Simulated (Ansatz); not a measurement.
**Zn: which structure wins at one pressure, part 1 of 2**

Aim: bring Zn in several structures (fcc, bcc, hcp, omega, simple hexagonal, sc) to one pressure and rank them by enthalpy. The pressure is set by scaling the first phase. The runs shown use LAPW. Companion runs by PAW are cited.

Method: DFT, PBE, all-electron LAPW, scalar-relativistic, in Ansatz 0.2.0.

## 1. The system as given

It takes space group Fm-3m (No. 225, cubic). The conventional cell has a = 3.119 Å, b = 3.119 Å, c = 3.119 Å, α = 90.00°, β = 90.00°, γ = 90.00°. Around Zn (site symmetry m-3m) lie 12 Zn at 2.21 Å.

Coordinates:

```cif
data_structure
_symmetry_space_group_name_H-M 'P 1'
_symmetry_Int_Tables_number 1
_cell_length_a 2.2053
_cell_length_b 2.2053
_cell_length_c 2.2053
_cell_angle_alpha 60.000
_cell_angle_beta 60.000
_cell_angle_gamma 60.000
_cell_volume 7.58
loop_
_atom_site_label
_atom_site_type_symbol
_atom_site_fract_x
_atom_site_fract_y
_atom_site_fract_z
_atom_site_occupancy
Zn1 Zn 0.00000 0.00000 0.00000 1
```

## 2. Fcc relaxed under pressure, LAPW

File input.yaml:

```yaml
crystal:
  lattice:
    - [0.0, 1.5593815019, 1.5593815019]
    - [1.5593815019, 0.0, 1.5593815019]
    - [1.5593815019, 1.5593815019, 0.0]
  atoms:
    - { symbol: Zn, position: [0.0, 0.0, 0.0] }
kpoints:
  mp_grid: { grid: [21, 21, 21] }
scf:
  occupations: { method: fermi_dirac, width: 0.1 }
hamiltonian:
  xc: pbe
  pseudopotentials: { kind: all_electron, lapw: { basis_error: 0.0005 } }
output:
  forces: true
  stress: true
  eigenvalues: true
relax:
  f_tol: 0.005
  max_steps: 12
  cell: { p_target: 280.0, stress_tol: 0.14 }
```

Run with:

```bash
$ ansatz run input.yaml --threads 1 --pin off --max-ram 3584MiB --backend cpu --events-out ev --progress --plain --runs-dir out
```

Output, cut to the lines that bear on the results:

```text
[...]
LAPW: plane waves up to 11.211 Å⁻¹, error target 5.0e-4 eV per atom; small_component_spin mean_spin; Zn in spheres of 1.070 Å, 20 of its electrons in bands, Dirac shells []
[...]
Pseudopotentials: kind: all_electron
Pseudopotential: Zn, LAPW, valence charge 20, Koelling and Harmon's equation, gaussian nucleus
Functional definition: PBE
[...]
Crystal: 1 atoms, lattice volume = 7.584 Å³
Basis set: ecut = 478.89473606460825 eV, 169 PW (Γ), exchange–correlation at level 2
Bands: 14, of which v1, the nominal top of the filled ones, is band 10 counted from 1 (9 counted from 0)
Symmetry: 48 space group operations
Space group: Fm-3m (ITA 225), of the structure as read, at distance tolerance 2.0e-5 Å
k-points: 286 of 9261
[...]
SCF iter   1: F=—  HF=-48870.023078 eV  |F-HF|=—  |Δ(HF+E_count)|=         —  Δρ=5.35e-2  dr2=7.74e-2  ethr=3.85e-4  ⟨swp⟩=2.8  Hψ=28140  notcnv=0
[...]
relax step   1: F+E_penalty+E_count = -48869.66827089 eV  Δ(F+E_penalty+E_count) = +0.000e0 eV  max|allowed force component| = 0.000e0 eV/Å  Δτ_max = 0.0000 Å  P = +279.829 GPa  Ω = 7.584 Å³  (7 SCF iters, accepted)
[...]
relax step   2: F+E_penalty+E_count = -48869.66642582 eV  Δ(F+E_penalty+E_count) = +1.845e-3 eV  max|allowed force component| = 0.000e0 eV/Å  Δτ_max = 0.0000 Å  P = +279.982 GPa  Ω = 7.583 Å³  (2 SCF iters, accepted)
[...]
relax step   3: F+E_penalty+E_count = -48869.66642583 eV  Δ(F+E_penalty+E_count) = -1.928e-9 eV  max|allowed force component| = 0.000e0 eV/Å  Δτ_max = 0.0000 Å  P = +279.982 GPa  Ω = 7.583 Å³  stress off target by 1.75e-2 GPa  SCF on the basis re-selected at this cell (its energy is not [...]
SCF converged after 2 iterations
Free energy (F): -48869.666426 eV
[...]
E sigma→0 (E₀):  -48869.663368 eV
Entropy (-TS):   -0.006116 eV (-6.116 meV/atom)
Fermi energy:    32.734641 eV
[...]
--- Forces (eV/Å), atoms counted from 1 ---
  atom   1  Zn    -0.00000000     0.00000000     0.00000000
[...]
--- Stress (GPa, compression-positive) ---
      279.982484      -0.000000      -0.000000
       -0.000000     279.982484      -0.000000
       -0.000000      -0.000000     279.982484
  P = ⅓ Tr σ = 279.9825 GPa (2799.825 kbar)
--- Band table (eV; the first three rows and the last of 286) ---
  k-point 0: bands = ["-97.4779", "-51.4340", "-51.4340", "-51.4340", "14.0350", "20.8425", "20.8425", "20.8425", "22.1512", "22.1512", "54.5510", "60.1393", "60.1393", "60.1393"]
[...]
--- Relaxed structure (2 steps of the walk, 2 accepted, 1 SCFs on fresh bases) ---
  F+E_penalty+E_count = -48869.66642583 eV   max|allowed force component| = 0.000e0 eV/Å   (the final SCF, on the basis selected at the relaxed cell)
  cell:  # Å, volume = 7.5827 Å³
    - [-1.7833802115134566e-34, 1.5593091125412888, 1.5593091125412888]
    - [1.5593091125412888, -8.916901057567282e-35, 1.5593091125412888]
    - [1.5593091125412888, 1.5593091125412888, -6.369215041119489e-35]
  atoms:
    - { symbol: Zn, position: [0.0, 0.0, 0.0] }
```

Wall time 42 s (1 thread of Arm Neoverse V2, shared host); peak memory 0.49 GiB.

Step by step:

| step | energy from step 1 (eV/cell) | largest force component (eV/Å) | pressure (GPa) | volume (Å³) |
| --- | --- | --- | --- | --- |
| 1 | 0.0000 | 0.0000 | 279.83 | 7.58 |
| 2 | 0.0018 | 0.0000 | 279.98 | 7.58 |
| 3 | 0.0018 | 0.0000 | 279.98 | 7.58 |

Step 1 is the start. Step 3 repeats the geometry before on a plane-wave basis chosen anew for that cell, so the energy can jump there without any move; the table keeps such jumps.

| input's cell | before | after | change |
| --- | --- | --- | --- |
| a (Å) | 2.205 | 2.205 | -0.0 % |
| b (Å) | 2.205 | 2.205 | -0.0 % |
| c (Å) | 2.205 | 2.205 | -0.0 % |
| volume (Å³/atom) | 7.58 | 7.58 | -0.0 % |

Result: pressure 279.98 GPa; no gap.

## 3. Bcc relaxed under pressure, LAPW

input.yaml, as its differences from that of step 2:

```diff
@@ -2,5 +2,5 @@
   lattice:
-    - [0.0, 1.5593815019, 1.5593815019]
-    - [1.5593815019, 0.0, 1.5593815019]
-    - [1.5593815019, 1.5593815019, 0.0]
+    - [-1.2388288005, 1.2388288005, 1.2388288005]
+    - [1.2388288005, -1.2388288005, 1.2388288005]
+    - [1.2388288005, 1.2388288005, -1.2388288005]
   atoms:
@@ -8,3 +8,3 @@
 kpoints:
-  mp_grid: { grid: [21, 21, 21] }
+  mp_grid: { grid: [22, 22, 22] }
 scf:
```

Run with:

```bash
$ ansatz run input.yaml --threads 1 --pin off --max-ram 3584MiB --backend cpu --events-out ev --progress --plain --runs-dir out
```

Output, cut to the lines that bear on the results:

```text
[...]
LAPW: plane waves up to 11.569 Å⁻¹, error target 5.0e-4 eV per atom; small_component_spin mean_spin; Zn in spheres of 1.041 Å, 20 of its electrons in bands, Dirac shells []
[...]
[... 3 set-up lines as earlier in the session ...]
[...]
Crystal: 1 atoms, lattice volume = 7.605 Å³
Basis set: ecut = 509.89471015047087 eV, 201 PW (Γ), exchange–correlation at level 2
Bands: 14, of which v1, the nominal top of the filled ones, is band 10 counted from 1 (9 counted from 0)
[... 1 set-up line as earlier in the session ...]
Space group: Im-3m (ITA 229), of the structure as read, at distance tolerance 2.0e-5 Å
k-points: 328 of 10648
[...]
SCF iter   1: F=—  HF=-48869.908283 eV  |F-HF|=—  |Δ(HF+E_count)|=         —  Δρ=5.95e-2  dr2=1.12e-1  ethr=5.56e-4  ⟨swp⟩=2.7  Hψ=31757  notcnv=0
[...]
Fermi energy:    33.371137 eV
[...]
--- Forces (eV/Å), atoms counted from 1 ---
  atom   1  Zn    -0.00000000    -0.00000000    -0.00000000
[...]
--- Stress (GPa, compression-positive) ---
      280.036261       0.000000      -0.000000
        0.000000     280.036261      -0.000000
       -0.000000      -0.000000     280.036261
  P = ⅓ Tr σ = 280.0363 GPa (2800.363 kbar)
--- Band table (eV; the first three rows and the last of 328) ---
  k-point 0: bands = ["-97.5291", "-51.4826", "-51.4826", "-51.4826", "13.9793", "20.6661", "20.6661", "20.6661", "22.2793", "22.2793", "57.8030", "57.8030", "57.8030", "63.8875"]
[...]
--- Relaxed structure (1 steps of the walk, 1 accepted, 1 SCFs on fresh bases) ---
  F+E_penalty+E_count = -48869.57016077 eV   max|allowed force component| = 0.000e0 eV/Å   (the final SCF, on the basis selected at the relaxed cell)
  cell:  # Å, volume = 7.6049 Å³
    - [-1.2388288005, 1.2388288005, 1.2388288005]
    - [1.2388288005, -1.2388288005, 1.2388288005]
    - [1.2388288005, 1.2388288005, -1.2388288005]
  atoms:
    - { symbol: Zn, position: [0.0, 0.0, 0.0] }
```

Wall time 37 s (1 thread of Arm Neoverse V2, shared host); peak memory 0.49 GiB.

The steps of the relaxation:

| step | energy from step 1 (eV/cell) | largest force component (eV/Å) | pressure (GPa) | volume (Å³) |
| --- | --- | --- | --- | --- |
| 1 | 0.0000 | 0.0000 | 280.04 | 7.60 |
| 2 | 0.0000 | 0.0000 | 280.04 | 7.60 |

Step 1 is the start. Step 2 repeats the geometry before on a plane-wave basis chosen anew for that cell, so the energy can jump there without any move; the table keeps such jumps.

| input's cell | before | after | change |
| --- | --- | --- | --- |
| a (Å) | 2.146 | 2.146 | -0.0 % |
| b (Å) | 2.146 | 2.146 | -0.0 % |
| c (Å) | 2.146 | 2.146 | -0.0 % |
| volume (Å³/atom) | 7.60 | 7.60 | -0.0 % |

Result: pressure 280.04 GPa; no gap.

## 4. Hcp relaxed under pressure, LAPW

File input.yaml:

```yaml
crystal:
  lattice:
    - [2.2187454809, 0.0, 0.0]
    - [-1.1093727405, 1.921489951, 0.0]
    - [0.0, 0.0, 3.5550602702]
  atoms:
    - { symbol: Zn, position: [0.3333333333, 0.6666666667, 0.25] }
    - { symbol: Zn, position: [0.6666666667, 0.3333333333, 0.75] }
kpoints:
  mp_grid: { grid: [20, 20, 11] }
scf:
  occupations: { method: fermi_dirac, width: 0.1 }
hamiltonian:
  xc: pbe
  pseudopotentials: { kind: all_electron, lapw: { basis_error: 0.0005 } }
output:
  forces: true
  stress: true
  eigenvalues: true
relax:
  f_tol: 0.005
  max_steps: 12
  cell: { p_target: 280.0, stress_tol: 0.14 }
```

Run with:

```bash
$ ansatz run input.yaml --threads 1 --pin off --max-ram 3584MiB --backend cpu --events-out ev --progress --plain --runs-dir out
```

Output, cut to the lines that bear on the results:

```text
[...]
LAPW: plane waves up to 11.295 Å⁻¹, error target 5.0e-4 eV per atom; small_component_spin mean_spin; Zn in spheres of 1.063 Å, 20 of its electrons in bands, Dirac shells []
[...]
[... 3 set-up lines as earlier in the session ...]
[...]
Crystal: 2 atoms, lattice volume = 15.156 Å³
Basis set: ecut = 486.09731389648414 eV, 373 PW (Γ), exchange–correlation at level 2
Bands: 24, of which v1, the nominal top of the filled ones, is band 20 counted from 1 (19 counted from 0)
Symmetry: 24 space group operations
Space group: P63/mmc (ITA 194), of the structure as read, at distance tolerance 2.5e-5 Å
k-points: 264 of 4400
[...]
SCF iter   1: F=—  HF=-97740.164864 eV  |F-HF|=—  |Δ(HF+E_count)|=         —  Δρ=5.51e-2  dr2=1.69e-1  ethr=4.21e-4  ⟨swp⟩=2.7  Hψ=44220  notcnv=0
[...]
  atom   1  Zn    -0.00000000     0.00000000     0.00000000
  atom   2  Zn     0.00000000    -0.00000000     0.00000000
[...]
--- Stress (GPa, compression-positive) ---
      279.927670      -0.000000       0.000000
        0.000000     279.927670       0.000000
        0.000000       0.000000     279.999209
  P = ⅓ Tr σ = 279.9515 GPa (2799.515 kbar)
--- Band table (eV; the first three rows and the last of 264) ---
[... band rows left out ...]
[...]
--- Relaxed structure (1 steps of the walk, 1 accepted, 1 SCFs on fresh bases) ---
  F+E_penalty+E_count = -97739.46068637 eV   max|allowed force component| = 1.388e-16 eV/Å   (the final SCF, on the basis selected at the relaxed cell)
  cell:  # Å, volume = 15.1563 Å³
    - [2.218745480905011, 2.886745186384936e-11, 0.0]
    - [-1.1093727404775056, 1.9214899509812269, 0.0]
    - [0.0, 0.0, 3.5550602702]
  atoms:
    - { symbol: Zn, position: [0.3333333333333333, 0.6666666666666665, 0.24999999999999997] }
    - { symbol: Zn, position: [0.6666666666666666, 0.33333333333333326, 0.7499999999999999] }
```

Wall time 75 s (1 thread of Arm Neoverse V2, shared host); peak memory 0.8 GiB.

The steps of the relaxation:

```
step  energy from step 1 (eV/cell)  largest force component (eV/Å)  pressure (GPa)  volume (Å³)
   1                        0.0000                          0.0000          279.95        15.16
   2                        0.0000                          0.0000          279.95        15.16
```

Step 1 is the start. Step 2 repeats the geometry before on a plane-wave basis chosen anew for that cell, so the energy can jump there without any move; the table keeps such jumps.

| input's cell | before | after | change |
| --- | --- | --- | --- |
| a (Å) | 2.219 | 2.219 | -0.0 % |
| b (Å) | 2.219 | 2.219 | -0.0 % |
| c (Å) | 3.555 | 3.555 | -0.0 % |
| volume (Å³/atom) | 7.58 | 7.58 | -0.0 % |

This run gives: pressure 279.95 GPa; no gap.

(Continued in part 2 of 2.)
